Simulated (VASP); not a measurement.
# Zr (Im-3m) in VASP: notebook, part 2 of 2

VASP 6.6.1. The steps go on from the part before.

**5. Single point, PBEsol**

INCAR reads:

```
PREC = Accurate ; ENCUT = 900
EDIFF = 1E-6 ; ISMEAR = 0
SIGMA = 0.1 ; LREAL = F
LASPH = T ; NELM = 60
ALGO = Normal ; ISIF = 2
LWAVE = F ; LCHARG = F
GGA = PS
```

KPOINTS reads:

```
Automatic mesh
0
Gamma
  16 16 16
```

POSCAR reads:

```
Zr
1.0
   -1.7613000000      1.7613000000      1.7613000000
    1.7613000000     -1.7613000000      1.7613000000
    1.7613000000      1.7613000000     -1.7613000000
Zr
1
Direct
    0.0000000000      0.0000000000      0.0000000000
```

Potentials or basis: VASP PAW PBE potentials, release 64 (Zr_sv).

Run with:

```bash
> cat potpaw_PBE.64/Zr_sv/POTCAR > POTCAR
> mpirun -np 1 vasp_std > vasp.out
```

OUTCAR:

```text
PREC = Accurate
   ENCUT = 900
   EDIFF = 1E-6
   ISMEAR = 0
   LREAL = F
   LASPH = T
   NELM = 60
   ISIF = 2
   GGA = PS

 ion  position               nearest neighbor table
   1  0.000  0.000  0.000-

  LATTYP: Found a body centered cubic cell.
 ALAT       =     3.5226000000

  Lattice vectors:

 A1 = (  -1.7613000000,   1.7613000000,   1.7613000000)
 A2 = (   1.7613000000,  -1.7613000000,   1.7613000000)
 A3 = (   1.7613000000,   1.7613000000,  -1.7613000000)

Analysis of symmetry for initial positions (statically):
=====================================================================
 Subroutine PRICEL returns:
 Original cell was already a primitive cell.

 Routine SETGRP: Setting up the symmetry group for a
 body centered cubic supercell.

 Subroutine GETGRP returns: Found 48 space group operations
 (whereof 48 operations were pure point group operations)
 out of a pool of 48 trial point group operations.

The static configuration has the point symmetry O_h .

Analysis of symmetry for dynamics (positions and initial velocities):
=====================================================================
 Subroutine PRICEL returns:
 Original cell was already a primitive cell.

 Routine SETGRP: Setting up the symmetry group for a
 body centered cubic supercell.

 Subroutine GETGRP returns: Found 48 space group operations
 (whereof 48 operations were pure point group operations)
 out of a pool of 48 trial point group operations.

The dynamic configuration has the point symmetry O_h .

 Subroutine INISYM returns: Found 48 space group operations
 (whereof 48 operations are pure point group operations),
 and found     1 'primitive' translations

----------------------------------------------------------------------------------------

                                     Primitive cell

  volume of cell :      21.8555
[... 111 lines left out ...]
   LORBIT       =      0    0 simple, 1 ext, 2 COOP (PROOUT), +10 PAW based schemes
   GGA     = PS    functional components
   LHFCALC =     F    Hartree Fock is set to
   AEXX    =    0.0000 exact exchange contribution
   IVDW    =     0    specifies the selected vdW correction
   LEPSILON=     F    determine dielectric tensor
   LRPA    =     F    only Hartree local field effects (RPA)
 non-spin polarized calculation
 Gauss-broadening in eV      SIGMA  =   0.10
  energy-cutoff  :      900.00
  volume of cell :       21.86
 maximum number of plane-waves:      1409
 NGX is ok and might be reduce to    30
   NGX = 15   NGY = 15   NGZ = 15

 number of electron      12.0000000 magnetization

 Free energy of the ion-electron system (eV)
  ---------------------------------------------------
  ext. energy  EPLUGINS =         0.00000000
  ---------------------------------------------------
  free energy    TOTEN  =        -9.01911219 eV

  energy without entropy =       -9.01008636  energy(sigma->0) =       -9.01459927

 E-fermi :   9.2788     XC(G=0): -11.4893

 val. band max:        9.2728365202   @ k =   0.1250   0.1250   0.0625
 cond. band min:       9.2867208211   @ k =   0.1875   0.1875   0.0000
 fundamental gap:      0.0138843009
 Fermi energy:         9.2788158707

 k-point     1 :       0.0000    0.0000    0.0000
  band No.  band energies     occupation
      1     -38.9788      2.00000
      2     -16.4114      2.00000
      3     -16.4114      2.00000
      4     -16.4114      2.00000
      5       3.8108      2.00000
      6      10.4376      0.00000
      7      10.4376      0.00000
      8      10.4376      0.00000
      9      13.0990      0.00000
     10      13.0990      0.00000
[... 287 lines left out ...]
 k-point    24 :       0.2500    0.1875    0.0000
  band No.  band energies     occupation
      1     -38.8038      2.00000
      2     -17.3455      2.00000
      3     -16.7954      2.00000
      4     -16.5146      2.00000
      5       7.0463      2.00000
      6       8.7121      2.00000
      7       9.3308      0.46213
      8      12.5550      0.00000
      9      13.8485      0.00000
     10      15.3555      0.00000

 [... further k-points ...]

------------------------ aborting loop because EDIFF is reached ----------------------------------------

  FORCE on cell =-STRESS in cart. coord.  units (eV):
  Direction    XX          YY          ZZ          XY          YZ          ZX
  --------------------------------------------------------------------------------------
  -------------------------------------------------------------------------------------
  Total        0.0014888      0.0014888      0.0014888      0.0000000      0.0000000      0.0000000
  in kB        0.1091385      0.1091385      0.1091385      0.0000000      0.0000000      0.0000000
  external PRESSURE =       0.1091385 kB  Pullay stress =       0.0000000 kB

 VOLUME and BASIS-vectors are now :
 -----------------------------------------------------------------------------
  energy-cutoff  :      900.00
  volume of cell :       21.86
      direct lattice vectors                 reciprocal lattice vectors
    -1.761300000  1.761300000  1.761300000     0.000000000  0.283881224  0.283881224
     1.761300000 -1.761300000  1.761300000     0.283881224  0.000000000  0.283881224
     1.761300000  1.761300000 -1.761300000     0.283881224  0.283881224  0.000000000

 POSITION                                       TOTAL-FORCE (eV/Angst)
 -----------------------------------------------------------------------------------
      0.00000      0.00000      0.00000         0.000000     -0.000000     -0.000000
 -----------------------------------------------------------------------------------
    total drift:                               -0.000000     -0.000000      0.000000

  FREE ENERGIE OF THE ION-ELECTRON SYSTEM (eV)
  ---------------------------------------------------
  free  energy   TOTEN  =        -9.0191121917 eV

  energy  without entropy=       -9.0100863568  energy(sigma->0) =       -9.01459927
```

OSZICAR:

```text
N       E                     dE             d eps       ncg     rms          rms(c)
DAV:   1     0.124989528792E+03    0.12499E+03   -0.98267E+03  2900   0.188E+03
DAV:   2    -0.436858268907E+01   -0.12936E+03   -0.12688E+03  3092   0.365E+02
DAV:   3    -0.913761976366E+01   -0.47690E+01   -0.46680E+01  4088   0.647E+01
DAV:   4    -0.935750474408E+01   -0.21988E+00   -0.21898E+00  3630   0.117E+01
DAV:   5    -0.936257389948E+01   -0.50692E-02   -0.50686E-02  3948   0.154E+00    0.121E+01
DAV:   6    -0.906964001219E+01    0.29293E+00   -0.48225E-01  3062   0.679E+00    0.500E+00
DAV:   7    -0.901685506722E+01    0.52785E-01   -0.24053E-01  3264   0.453E+00    0.708E-01
DAV:   8    -0.901914661663E+01   -0.22915E-02   -0.11395E-02  3464   0.150E+00    0.729E-02
DAV:   9    -0.901911736387E+01    0.29253E-04   -0.28545E-04  3236   0.186E-01    0.186E-02
DAV:  10    -0.901911275161E+01    0.46123E-05   -0.15549E-05  3496   0.498E-02    0.660E-03
DAV:  11    -0.901911219171E+01    0.55990E-06   -0.94333E-07  2116   0.107E-02
   1 F= -.90191122E+01 E0= -.90145993E+01  d E =-.902583E-02
```

stdout:

```text
POSCAR found type information on POSCAR Zr
 POSCAR found :  1 types and       1 ions
 scaLAPACK will be used
 -----------------------------------------------------------------------------
|                                                                             |
|                                                                             |
|     You enforced a specific xc type in the INCAR file but a different       |
|     I HOPE YOU KNOW WHAT YOU ARE DOING!                                     |
|                                                                             |
 -----------------------------------------------------------------------------

 LDA part: xc-table for (Slater+PW92), standard interpolation
 POSCAR, INCAR and KPOINTS ok, starting setup
 FFT: planning ... GRIDC
 FFT: planning ... GRID_SOFT
 FFT: planning ... GRID
 WAVECAR not read
 entering main loop
```

It took 23 s on 1 thread of Intel Xeon 6975P-C (Granite Rapids), shared host; peak memory 0.22 GiB.

Results:

```
Free energy            : -9.0191 eV
Pressure               : 0.0 GPa
Band gap on the k mesh : none (metal or under the smearing width)
```

Levels at points of the mesh, in eV from the Fermi level:
```
           k point  band 3  band 4  band 5  band 6  band 7  band 8  band 9  band 10
(0.00, 0.00, 0.00)  -25.69  -25.69   -5.47    1.16    1.16    1.16    3.82     3.82
(0.50, 0.00, 0.00)  -26.06  -25.70   -2.96   -0.78    1.89    3.84    4.57     6.84
(0.50, 0.50, 0.50)  -26.50  -26.50   -2.79   -2.79    6.09    6.09    6.09     7.88
```

Caveat: the PAW data sets were made with another functional, which shifts forces and pressure a little.

**6. Single point, r2SCAN**

INCAR reads:

```
PREC = Accurate ; ENCUT = 520
EDIFF = 1E-6 ; ISMEAR = 0
SIGMA = 0.1 ; LREAL = F
LASPH = T ; NELM = 60
ALGO = Normal ; ISIF = 2
LWAVE = F ; LCHARG = F
METAGGA = R2SCAN ; LMIXTAU = T
```

KPOINTS is that of step 5.

POSCAR is that of step 5.

Potentials or basis: VASP PAW PBE potentials, release 64 (Zr_sv).

Run with:

```bash
> cat potpaw_PBE.64/Zr_sv/POTCAR > POTCAR
> mpirun -np 1 vasp_std > vasp.out
```

Run time: 58 s. Hardware: 1 thread of Intel Xeon 6975P-C (Granite Rapids), shared host; peak memory 0.16 GiB.

The run converged. Its results:

```yaml
Free_energy: -22.6191 eV
Pressure: 4.9 GPa
Band_gap_on_the_k_mesh: none (metal or under the smearing width)
```

Levels at points of the mesh, in eV from the Fermi level:
```csv
k point,band 3,band 4,band 5,band 6,band 7,band 8,band 9,band 10
"(0.00, 0.00, 0.00)",-26.77,-26.77,-5.80,1.35,1.35,1.35,4.05,4.05
"(0.50, 0.00, 0.00)",-27.15,-26.78,-3.10,-0.72,1.79,4.12,4.84,7.10
"(0.50, 0.50, 0.50)",-27.60,-27.60,-3.00,-3.00,6.34,6.34,6.34,8.32
```

Caveat: the PAW data sets were made with another functional, which shifts forces and pressure a little.

**7. Summary**

| level | k mesh | cutoff (eV) | smearing | gap on the mesh (eV) | pressure (GPa) |
| --- | --- | --- | --- | --- | --- |
| PBEsol | 16 × 16 × 16 | 700 | gaussian 0.1 eV | none | 0.0 |
| PBEsol | 26 × 26 × 26 | 520 | gaussian 0.1 eV | none | -0.2 |
| PBEsol | 16 × 16 × 16 | 520 | gaussian 0.5 eV | none | 1.3 |
| PBEsol | 16 × 16 × 16 | 900 | gaussian 0.1 eV | none | 0.0 |
| r2SCAN | 16 × 16 × 16 | 520 | gaussian 0.1 eV | none | 4.9 |

Alike in all rows: task single point; potentials or basis VASP PAW PBE potentials, release 64 (Zr_sv); no spin polarisation; cell as given.

Every run on the cell as given and a fine mesh finds a metal. The pressure there spans -0.2 GPa (PBEsol) to 4.9 GPa (r2SCAN); a positive pressure means that this level wants a larger cell, a negative one a smaller.

Caveats: the PAW data sets were made with another functional, which shifts forces and pressure a little.

Absolute energies hang on the potentials; compare differences alone.
